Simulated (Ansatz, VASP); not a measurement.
## Al2Ru in VASP and in Ansatz

The input INCAR:

```
SYSTEM = Al2Ru
PREC = Accurate
ENCUT = 520
EDIFF = 1E-6
ISMEAR = 0
SIGMA = 0.1
LREAL = .FALSE.
LASPH = .TRUE.
NELM = 60
ALGO = Normal
ISIF = 2
LWAVE = .FALSE.
LCHARG = .TRUE.
GGA = PS
LELF = .TRUE.
LVHAR = .TRUE.
NBANDS = 17
```

KPOINTS

```
regular mesh
0
G
  4 4 4
  0 0 0
```

Contents of POSCAR:

```
Al2Ru
1.0
   -1.5604216200      1.5604216200      4.2218055900
    1.5604216200     -1.5604216200      4.2218055900
    1.5604216200      1.5604216200     -4.2218055900
Al Ru
2 1
Direct
    0.6592021900      0.6592021900      0.0000000000
    0.3407978100      0.3407978100      0.0000000000
    0.0000000000      0.0000000000      0.0000000000
```

Input for Ansatz:

```yaml
crystal:
  lattice:
    - [-1.56042162, 1.56042162, 4.22180559]
    - [1.56042162, -1.56042162, 4.22180559]
    - [1.56042162, 1.56042162, -4.22180559]
  atoms:
    - { symbol: Al, position: [0.65920219, 0.65920219, 0.0] }
    - { symbol: Al, position: [0.34079781, 0.34079781, 0.0] }
    - { symbol: Ru, position: [0.0, 0.0, 0.0] }
basis:
  ecutwfc: 420
kpoints:
  mp_grid: { grid: [4, 4, 4] }
hamiltonian:
  xc: pbesol
scf:
  occupations: { method: gaussian, width: 0.1 }
output:
  forces: true
  stress: true
  eigenvalues: true
```

Alike in both runs: task single point; functional PBEsol; k mesh 4 × 4 × 4; occupations gaussian, width 0.1 eV; no spin polarisation.

```csv
,VASP,Ansatz
version,VASP 6.6.1,Ansatz 0.2.0
potentials or method,"VASP PAW PBE potentials, release 64 (Al, Ru_pv)","scalar-relativistic, plane waves, PAW"
plane-wave cutoff (eV),520,420
valence electrons in the cell,20,22
```

|  | VASP | Ansatz | Ansatz less VASP |
| --- | --- | --- | --- |
| gap on the k mesh at the Fermi level (eV) | 0.11 | 0.11 | +0.001 |
| least direct gap on the mesh (eV) | 0.60 | 0.60 | +0.003 |
| pressure (GPa) | -0.3 | -0.3 | -0.02 |
| largest component of the traceless stress (GPa) | 0.19 | 0.17 | -0.022 |
| rms of the force components (eV/Å) | 0.012 | 0.013 | +0.0004 |

Atom by atom the forces differ by 0.000 eV/Å (rms over components). The two sets of potentials don't hold the same shells in valence.

Caveats: the k mesh is coarse (spacing up to 0.71 Å⁻¹), so the values aren't converged; the PAW data sets were made with another functional, which shifts forces and pressure a little (VASP).
